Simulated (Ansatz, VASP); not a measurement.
**La in VASP and in Ansatz**

```xyz
2
Lattice="3.8772 0.0000 0.0000 -1.9386 3.3578 0.0000 0.0000 0.0000 6.2402" Properties=species:S:1:pos:R:3 pbc="T T T"
La    0.0000    2.2385    1.5600
La    1.9386    1.1193    4.6801
```

Alike in both runs: functional BLYP; k mesh 10 × 10 × 5; occupations fermi-dirac, width 0.1 eV; no spin polarisation.

Ansatz relaxed the structure, and its values are those at the end. VASP's run is a single point on that final structure, the one shown.

|  | VASP | Ansatz |
| --- | --- | --- |
| version | VASP 6.6.1 | Ansatz 0.2.0 |
| potentials or method | VASP PAW PBE potentials, release 64 (La) | plane waves (420 eV) with PAW, scalar-relativistic |
| plane-wave cutoff (eV) | 520 | 420 |
| valence electrons in the cell | 22 | 22 |

```tsv
	VASP	Ansatz	Ansatz less VASP
pressure (GPa)	0.0	0.0	+0.02
```

Caveats: the PAW data sets were made with another functional, which shifts forces and pressure a little (VASP). The runs have no spin-orbit coupling, so splittings on La are missing.
